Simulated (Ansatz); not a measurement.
# fcc Cu(111) / fcc Pd(111) interface: resistance against the common lattice, part 2 of 2

Aim: 2AR of the fcc Cu(111) / fcc Pd(111) interface for nine common in-plane spacings, from one metal's own to the other's. Experiment: sputtered multilayers at 4.2 K give 0.9 fΩ m² (J. Bass, CPP magnetoresistance of magnetic multilayers: a critical review, arXiv:1511.07387 (2015), Table 10).

Ansatz 0.2.0; Ansatz plane-wave DFT, PBE, PAW files; ballistic transport by layer matching (Landauer), zero bias; PAW set soft_1.

So far, twice the interface resistance (2AR, or 2AR* for magnets) (fΩ m²): step 3 (resistance, spacing 1 of 9) 1.25; step 5 (in plane spacing 2.5805 Å, lattice of 1/8 of the way from Cu to …) 1.26; step 7 (in plane spacing 2.6047 Å, lattice of 2/8 of the way from Cu to …) 1.28; step 9 (in plane spacing 2.629 Å, lattice of 3/8 of the way from Cu to …) 1.29.

**11. Resistance, spacing 5 of 9**

This step: Ansatz plane-wave DFT, PBE, PAW files; ballistic transport by layer matching (Landauer), zero bias; specific resistance of one interface, 1/T less the mean of the leads' 1/N; PAW set soft_1 (Ansatz 0.2.0).

This step gave:

```
area resistance                                           : 0.6669 fΩ m²
T over the leads' mean channel count                      : 0.5664
twice the interface resistance (2AR, or 2AR* for magnets) : 1.334 fΩ m²
```

Twice the interface resistance is 1.33 fΩ m² here, against 1.25 in the first run; 56.6 % of the two leads' mean channel count pass, 59.4 % before.

By hand, with T and the leads' channels N averaged over the energies near the Fermi level: RA = A (h/2e²)(1/T − ½[1/N₁ + 1/N₂]) = 6.097×10⁻²⁰ m² × 12 906 Ω × (1/0.5115 − ½[1/0.8937 + 1/0.9124]) = 0.667 fΩ m².

**12. Transmission, spacing 6 of 9, k-mesh 16×16×1, in plane spacing 2.6776 Å**

The common spacing is 2.678 Å, 5/8 of the way from Cu to Pd; layer distances follow from each metal's atomic volume.

This step: Ansatz plane-wave DFT, PBE, PAW files; ballistic transport by layer matching (Landauer), zero bias; PAW set soft_1 (Ansatz 0.2.0).

The cell differs from the one that the last finished run ended in (a 2.653 → 2.678 Å, b 2.653 → 2.678 Å, c 39.153 → 38.446 Å).

input.yaml

```yaml
crystal:
  lattice:
    - [2.6776259971, 0.0, 0.0]
    - [-1.3388129985, 2.3188921353, 0.0]
    - [0.0, 0.0, 38.4455766941]
  atoms:
    - { symbol: Cu, position: [0.0, 0.0, 0.0260107946] }
    - { symbol: Cu, position: [0.3333333333, 0.6666666667, 0.0754844106] }
    - { symbol: Cu, position: [0.6666666667, 0.3333333333, 0.1249580266] }
    - { symbol: Cu, position: [0.0, 0.0, 0.1744316426] }
    - { symbol: Cu, position: [0.3333333333, 0.6666666667, 0.2239052585] }
    - { symbol: Cu, position: [0.6666666667, 0.3333333333, 0.2733788745] }
    - { symbol: Cu, position: [0.0, 0.0, 0.3228524905] }
    - { symbol: Cu, position: [0.3333333333, 0.6666666667, 0.3723261065] }
    - { symbol: Cu, position: [0.6666666667, 0.3333333333, 0.4217997225] }
    - { symbol: Pd, position: [0.0, 0.0, 0.477355278] }
    - { symbol: Pd, position: [0.3333333333, 0.6666666667, 0.5389927731] }
    - { symbol: Pd, position: [0.6666666667, 0.3333333333, 0.6006302683] }
    - { symbol: Pd, position: [0.0, 0.0, 0.6622677634] }
    - { symbol: Pd, position: [0.3333333333, 0.6666666667, 0.7239052585] }
    - { symbol: Pd, position: [0.6666666667, 0.3333333333, 0.7855427537] }
    - { symbol: Pd, position: [0.0, 0.0, 0.8471802488] }
    - { symbol: Pd, position: [0.3333333333, 0.6666666667, 0.9088177439] }
    - { symbol: Pd, position: [0.6666666667, 0.3333333333, 0.9704552391] }
kpoints:
  mp_grid: { grid: [16, 16, 1] }
hamiltonian:
  xc: pbe
  pseudopotentials: { kind: paw, azcp: { folder: soft_1 } }
scf:
  occupations: { method: fermi_dirac, width: 0.1 }
output:
  transmission:
    leads: [[3, 4], [12, 13]]
    kmesh: [44, 44]
    e_range: [-0.06, 0.06]
    de: 0.04
  write_potential: true
  write_density: true
  volumetric_format: npy
```

Launch:

```sh
> ansatz run input.yaml --threads 4 --pin off --max-ram 15360MiB --backend cpu --events-out ev --progress --plain --runs-dir out
```

Run time: 64 s. Hardware: 4 threads of Arm Neoverse V1, shared host; peak memory 1.8 GiB; 4.1 min of CPU time.

Numbers from this step:

```yaml
free_energy: -122382.4224 eV
energy_at_zero_smearing: -122382.1502 eV
fermi_energy: 18.23 eV
cell_area: 6.209 Å²
transmission_per_spin_nearest_the_fermi_level: 0.5148
open_channels_per_spin_upper_lead: 0.9473
step_of_the_lead_s_potential: 4 meV
step_of_the_upper_lead_s_potential: 0.7 meV
```

Per spin. Transmission, zone mean against energy, zero at the Fermi level:

```
energy (eV)  transmission, zone mean
    -0.0600                    0.538
    -0.0200                    0.515
     0.0200                    0.505
     0.0600                    0.494
```

Over the solved energies the transmission per spin lies between 0.494 and 0.538, out of 0.895 channels of the lead on average (up to 0.895).

**13. Resistance, spacing 6 of 9**

This step: Ansatz plane-wave DFT, PBE, PAW files; ballistic transport by layer matching (Landauer), zero bias; specific resistance of one interface, 1/T less the mean of the leads' 1/N; PAW set soft_1 (Ansatz 0.2.0).

This step gave:

```yaml
area_resistance: 0.6924 fΩ m²
t_over_the_leads_mean_channel_count: 0.5564
twice_the_interface_resistance_2ar_or_2ar_star_for_magnets: 1.385 fΩ m²
```

Twice the interface resistance is 1.38 fΩ m² here, against 1.25 in the first run; 55.6 % of the two leads' mean channel count pass, 59.4 % before.

**14. Transmission, spacing 7 of 9, k-mesh 16×16×1, in plane spacing 2.7019 Å**

The common spacing is 2.702 Å, 6/8 of the way from Cu to Pd; layer distances follow from each metal's atomic volume.

This step: Ansatz plane-wave DFT, PBE, PAW files; ballistic transport by layer matching (Landauer), zero bias; PAW set soft_1 (Ansatz 0.2.0).

The cell differs from the one that the last finished run ended in (a 2.678 → 2.702 Å, b 2.678 → 2.702 Å, c 38.446 → 37.757 Å).

input.yaml, the sections that differ from step 12:

```yaml
crystal:
  lattice:
    - [2.7019186505, 0.0, 0.0]
    - [-1.3509593253, 2.3399301903, 0.0]
    - [0.0, 0.0, 37.75736458]
  atoms:
    - { symbol: Cu, position: [0.0, 0.0, 0.0264848993] }
    - { symbol: Cu, position: [0.3333333333, 0.6666666667, 0.0759585153] }
    - { symbol: Cu, position: [0.6666666667, 0.3333333333, 0.1254321313] }
    - { symbol: Cu, position: [0.0, 0.0, 0.1749057473] }
    - { symbol: Cu, position: [0.3333333333, 0.6666666667, 0.2243793632] }
    - { symbol: Cu, position: [0.6666666667, 0.3333333333, 0.2738529792] }
    - { symbol: Cu, position: [0.0, 0.0, 0.3233265952] }
    - { symbol: Cu, position: [0.3333333333, 0.6666666667, 0.3728002112] }
    - { symbol: Cu, position: [0.6666666667, 0.3333333333, 0.4222738272] }
    - { symbol: Pd, position: [0.0, 0.0, 0.4778293827] }
    - { symbol: Pd, position: [0.3333333333, 0.6666666667, 0.5394668778] }
    - { symbol: Pd, position: [0.6666666667, 0.3333333333, 0.601104373] }
    - { symbol: Pd, position: [0.0, 0.0, 0.6627418681] }
    - { symbol: Pd, position: [0.3333333333, 0.6666666667, 0.7243793632] }
    - { symbol: Pd, position: [0.6666666667, 0.3333333333, 0.7860168584] }
    - { symbol: Pd, position: [0.0, 0.0, 0.8476543535] }
    - { symbol: Pd, position: [0.3333333333, 0.6666666667, 0.9092918486] }
    - { symbol: Pd, position: [0.6666666667, 0.3333333333, 0.9709293438] }
# kpoints, hamiltonian, scf, output: as in step 12
```

Elapsed: 64 s, on 4 threads; peak memory 1.8 GiB.

Numbers from this step:

* free energy: -122382.3690 eV
* energy at zero smearing: -122382.0819 eV
* cell area: 6.322 Å²
* transmission per spin nearest the Fermi level: 0.5264
* open channels per spin, upper lead: 1.040
* step of the lead's potential: 9.2 meV
* step of the upper lead's potential: 1.4 meV

Per spin. The transmission, zone mean by energy, zero at the Fermi level:

```
energy (eV)  transmission, zone mean
    -0.0600                    0.540
    -0.0200                    0.526
     0.0200                    0.513
     0.0600                    0.496
```

Over the solved energies the transmission per spin lies between 0.496 and 0.540, out of 0.898 channels of the lead on average (up to 0.901).

**15. Resistance, spacing 7 of 9**

This step: Ansatz plane-wave DFT, PBE, PAW files; ballistic transport by layer matching (Landauer), zero bias; specific resistance of one interface, 1/T less the mean of the leads' 1/N; PAW set soft_1 (Ansatz 0.2.0).

Numbers from this step:

```yaml
area_resistance: 0.7240 fΩ m²
t_over_the_leads_mean_channel_count: 0.5369
twice_the_interface_resistance_2ar_or_2ar_star_for_magnets: 1.448 fΩ m²
```

Twice the interface resistance is 1.45 fΩ m² here, against 1.25 in the first run; 53.7 % of the two leads' mean channel count pass, 59.4 % before.

**16. Transmission, spacing 8 of 9, k-mesh 16×16×1, in plane spacing 2.7262 Å**

The common spacing is 2.726 Å, 7/8 of the way from Cu to Pd; layer distances follow from each metal's atomic volume.

This step: Ansatz plane-wave DFT, PBE, PAW files; ballistic transport by layer matching (Landauer), zero bias; PAW set soft_1 (Ansatz 0.2.0).

The cell differs from the one that the last finished run ended in (a 2.702 → 2.726 Å, b 2.702 → 2.726 Å, c 37.757 → 37.087 Å).

input.yaml, the sections that differ from step 14:

```yaml
crystal:
  lattice:
    - [2.726211304, 0.0, 0.0]
    - [-1.363105652, 2.3609682453, 0.0]
    - [0.0, 0.0, 37.0874678829]
  atoms:
    - { symbol: Cu, position: [0.0, 0.0, 0.0269632859] }
    - { symbol: Cu, position: [0.3333333333, 0.6666666667, 0.0764369019] }
    - { symbol: Cu, position: [0.6666666667, 0.3333333333, 0.1259105179] }
    - { symbol: Cu, position: [0.0, 0.0, 0.1753841338] }
    - { symbol: Cu, position: [0.3333333333, 0.6666666667, 0.2248577498] }
    - { symbol: Cu, position: [0.6666666667, 0.3333333333, 0.2743313658] }
    - { symbol: Cu, position: [0.0, 0.0, 0.3238049818] }
    - { symbol: Cu, position: [0.3333333333, 0.6666666667, 0.3732785978] }
    - { symbol: Cu, position: [0.6666666667, 0.3333333333, 0.4227522137] }
    - { symbol: Pd, position: [0.0, 0.0, 0.4783077693] }
    - { symbol: Pd, position: [0.3333333333, 0.6666666667, 0.5399452644] }
    - { symbol: Pd, position: [0.6666666667, 0.3333333333, 0.6015827596] }
    - { symbol: Pd, position: [0.0, 0.0, 0.6632202547] }
    - { symbol: Pd, position: [0.3333333333, 0.6666666667, 0.7248577498] }
    - { symbol: Pd, position: [0.6666666667, 0.3333333333, 0.786495245] }
    - { symbol: Pd, position: [0.0, 0.0, 0.8481327401] }
    - { symbol: Pd, position: [0.3333333333, 0.6666666667, 0.9097702352] }
    - { symbol: Pd, position: [0.6666666667, 0.3333333333, 0.9714077303] }
# kpoints, hamiltonian, scf, output: as in step 14
```

Wall time 66 s (4 threads); peak memory 1.8 GiB; 4.2 min of CPU time.

This step gave:

```
free energy                                    : -122382.2096 eV
energy at zero smearing                        : -122381.9121 eV
Fermi energy                                   : 18.22 eV
cell area                                      : 6.436 Å²
transmission per spin nearest the Fermi level  : 0.5353
open channels per spin nearest the Fermi level : 0.9132
open channels per spin, upper lead             : 1.211
step of the lead's potential                   : 13.7 meV
step of the upper lead's potential             : 2.2 meV
```

Per spin. Table of transmission, zone mean by energy, zero at the Fermi level:

```
energy (eV)  transmission, zone mean
    -0.0600                    0.562
    -0.0200                    0.535
     0.0200                    0.520
     0.0600                    0.510
```

Over the solved energies the transmission per spin lies between 0.510 and 0.562, out of 0.918 channels of the lead on average (up to 0.932).

**17. Resistance, spacing 8 of 9**

This step: Ansatz plane-wave DFT, PBE, PAW files; ballistic transport by layer matching (Landauer), zero bias; specific resistance of one interface, 1/T less the mean of the leads' 1/N; PAW set soft_1 (Ansatz 0.2.0).

This step gave:

```yaml
area_resistance: 0.7558 fΩ m²
t_over_the_leads_mean_channel_count: 0.5084
twice_the_interface_resistance_2ar_or_2ar_star_for_magnets: 1.512 fΩ m²
```

Twice the interface resistance is 1.51 fΩ m² here, against 1.25 in the first run; 50.8 % of the two leads' mean channel count pass, 59.4 % before.

**18. Transmission, spacing 9 of 9, k-mesh 16×16×1, in plane spacing 2.7505 Å**

The common spacing is 2.751 Å, 8/8 of the way from Cu to Pd; layer distances follow from each metal's atomic volume.

This step: Ansatz plane-wave DFT, PBE, PAW files; ballistic transport by layer matching (Landauer), zero bias; PAW set soft_1 (Ansatz 0.2.0).

The cell differs from the one that the last finished run ended in (a 2.726 → 2.751 Å, b 2.726 → 2.751 Å, c 37.087 → 36.435 Å).

input.yaml

```yaml
crystal:
  lattice:
    - [2.7505039575, 0.0, 0.0]
    - [-1.3752519787, 2.3820063004, 0.0]
    - [0.0, 0.0, 36.4352424162]
  atoms:
    - { symbol: Cu, position: [0.0, 0.0, 0.0274459543] }
    - { symbol: Cu, position: [0.3333333333, 0.6666666667, 0.0769195703] }
    - { symbol: Cu, position: [0.6666666667, 0.3333333333, 0.1263931863] }
    - { symbol: Cu, position: [0.0, 0.0, 0.1758668023] }
    - { symbol: Cu, position: [0.3333333333, 0.6666666667, 0.2253404183] }
    - { symbol: Cu, position: [0.6666666667, 0.3333333333, 0.2748140342] }
    - { symbol: Cu, position: [0.0, 0.0, 0.3242876502] }
    - { symbol: Cu, position: [0.3333333333, 0.6666666667, 0.3737612662] }
    - { symbol: Cu, position: [0.6666666667, 0.3333333333, 0.4232348822] }
    - { symbol: Pd, position: [0.0, 0.0, 0.4787904377] }
    - { symbol: Pd, position: [0.3333333333, 0.6666666667, 0.5404279329] }
    - { symbol: Pd, position: [0.6666666667, 0.3333333333, 0.602065428] }
    - { symbol: Pd, position: [0.0, 0.0, 0.6637029231] }
    - { symbol: Pd, position: [0.3333333333, 0.6666666667, 0.7253404183] }
    - { symbol: Pd, position: [0.6666666667, 0.3333333333, 0.7869779134] }
    - { symbol: Pd, position: [0.0, 0.0, 0.8486154085] }
    - { symbol: Pd, position: [0.3333333333, 0.6666666667, 0.9102529037] }
    - { symbol: Pd, position: [0.6666666667, 0.3333333333, 0.9718903988] }
kpoints:
  mp_grid: { grid: [16, 16, 1] }
hamiltonian:
  xc: pbe
  pseudopotentials: { kind: paw, azcp: { folder: soft_1 } }
scf:
  occupations: { method: fermi_dirac, width: 0.1 }
output:
  transmission:
    leads: [[3, 4], [12, 13]]
    kmesh: [42, 42]
    e_range: [-0.06, 0.06]
    de: 0.04
  write_potential: true
  write_density: true
  volumetric_format: npy
```

Wall time 64 s (4 threads); peak memory 1.8 GiB; 4.1 min of CPU time.

This step gave:

```
free energy                                    : -122381.9548 eV
energy at zero smearing                        : -122381.6530 eV
Fermi energy                                   : 18.21 eV
cell area                                      : 6.552 Å²
transmission per spin nearest the Fermi level  : 0.5517
open channels per spin nearest the Fermi level : 0.9308
open channels per spin, upper lead             : 1.409
step of the lead's potential                   : 15.3 meV
step of the upper lead's potential             : 2.7 meV
```

Per spin. Transmission, zone mean against energy, zero at the Fermi level:

```
energy (eV)  transmission, zone mean
    -0.0600                    0.586
    -0.0200                    0.552
     0.0200                    0.529
     0.0600                    0.513
```

Over the solved energies the transmission per spin lies between 0.513 and 0.586, out of 0.929 channels of the lead on average (up to 0.938).

**19. Resistance, spacing 9 of 9**

This step: Ansatz plane-wave DFT, PBE, PAW files; ballistic transport by layer matching (Landauer), zero bias; specific resistance of one interface, 1/T less the mean of the leads' 1/N; PAW set soft_1 (Ansatz 0.2.0).

This step gave:

* area resistance: 0.7815 fΩ m²
* T over the leads' mean channel count: 0.4800
* twice the interface resistance (2AR, or 2AR* for magnets): 1.563 fΩ m²

Twice the interface resistance is 1.56 fΩ m² here, against 1.25 in the first run; 48.0 % of the two leads' mean channel count pass, 59.4 % before.

**20. What came out**

| Item | Value |
| --- | --- |
| 2AR at 2.556 Å | 1.25 fΩ m² |
| 2AR at 2.580 Å | 1.26 fΩ m² |
| 2AR at 2.605 Å | 1.28 fΩ m² |
| 2AR at 2.629 Å | 1.29 fΩ m² |
| 2AR at 2.653 Å | 1.33 fΩ m² |
| 2AR at 2.678 Å | 1.38 fΩ m² |
| 2AR at 2.702 Å | 1.45 fΩ m² |
| 2AR at 2.726 Å | 1.51 fΩ m² |
| 2AR at 2.751 Å | 1.56 fΩ m² |
| twice the interface resistance (2AR, or 2AR* for magnets), measured | 0.9 fΩ m² at 4.2 K (measured, sputtered multilayers; J. Bass, CPP magnetoresistance of magnetic multilayers: a critical review, arXiv:1511.07387 (2015), Table 10) |

In words: From 2.556 to 2.751 Å the value goes from 1.25 to 1.56 fΩ m², within 1.25 to 1.56 overall. It moves one way throughout. The measured 0.9 fΩ m² lies under that range, so no common lattice brings agreement. Each metal keeps its atomic volume and ideal sites; real films relax a misfit by dislocations once they are thick enough.

[Logs are printed without paths, hosts, clocks, repeated set-up lines and the standing remarks that a program may print on its own settings, such as how far it seeks lower states.]

[Hosts, paths, dates, database ids (printed as entryN), source tags and the programs' standing remarks are cut or masked in the printed files.]
